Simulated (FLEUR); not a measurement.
**MgS (Niningerite) under changes of volume**

One of the cells (17.609 Å³/atom); the others are scaled copies at fixed shape and fractional positions:

```xyz
2
Lattice="0.0000 2.6016 2.6016 2.6016 0.0000 2.6016 2.6016 2.6016 0.0000" Properties=species:S:1:pos:R:3 pbc="T T T"
S     2.6016    2.6016    2.6016
Mg    0.0000    0.0000    0.0000
```

| Quantity | Value |
| --- | --- |
| Program | FLEUR MaX-R8.1 (patched build s14) |
| Functional | PBE |
| Potentials or basis | all-electron |
| Basis | FLAPW |
| Kmax | 3.8 1/bohr |
| k mesh | 9 × 9 × 9 |
| Occupations | fermi-dirac, width 0.05 eV |
| Spin | no spin polarisation |

```csv
volume (Å³/atom),energy over the lowest point (meV/atom),gap on the mesh (eV)
16.553,25.66,3.05
16.905,13.29,3.00
17.257,5.15,2.96
17.609,0.83,2.92
17.962,0.00,2.87
18.314,?,?
18.666,7.38,2.79
```

Task: What does the run at 18.314 Å³/atom give?

Result: Energy over the lowest point 2.23 meV/atom; gap on the mesh 2.83 eV.

Worked out: A Birch-Murnaghan fit of order 3 (a polynomial in V^(-2/3)) to the other rows has its minimum at 17.88 Å³/atom with B0 = V·E''(V) = 74 GPa and B' = 4.1. It gives 2.27 meV/atom at 18.314 Å³/atom, against the run's 2.23. A straight line through the other rows of the gap, of slope -2.15 eV per unit of ln V, gives 2.83 eV, against the run's 2.83.

Energies are extrapolated to zero smearing.

Caveats: the plane-wave cutoff is short for the semicore states, which can make moduli rough; an odd mesh through Γ misses points on the zone boundary, where band edges often lie.
